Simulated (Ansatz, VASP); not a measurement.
HfO2 in VASP and in Ansatz

```xyz
3
Lattice="0.0000 2.5575 2.5575 2.5575 0.0000 2.5575 2.5575 2.5575 0.0000" Properties=species:S:1:pos:R:3 pbc="T T T"
Hf    0.0000    0.0000    0.0000
O     3.8363    3.8363    3.8363
O     1.2788    1.2788    1.2788
```

Alike in both runs: functional LDA; k mesh 9 × 9 × 9; occupations fermi-dirac, width 0.05 eV; no spin polarisation.

```csv
,VASP,Ansatz
version,VASP 6.6.1,Ansatz 0.2.0
potentials or method,"VASP PAW LDA potentials, release 64 (Hf_pv, O), cutoff 520 eV","all-electron LAPW, scalar-relativistic"
task,single point,band structure
```

VASP gave:

```
gap on the k mesh at the Fermi level (eV) : 3.63
least direct gap on the mesh (eV)         : 3.75
pressure (GPa)                            : -19.3
```

Q: What did Ansatz give for the same quantities?

A: gap on the k mesh at the Fermi level (eV): 3.61; least direct gap on the mesh (eV): 3.73; pressure (GPa): -16.5.

Ansatz ran all-electron here, so the differences hold the error of VASP's frozen core and of both bases.

Caveats: spin-orbit coupling is left out, which moves the levels of the heavy elements; so large a pressure means that the cell lies far from this level's equilibrium, or that cutoff or potentials fall short (VASP); an odd mesh through Γ misses points on the zone boundary, where band edges often lie (VASP); the mesh misses the band edges, which the band path finds closer together (Ansatz). As with any semilocal functional, this LDA gap is likely too small.
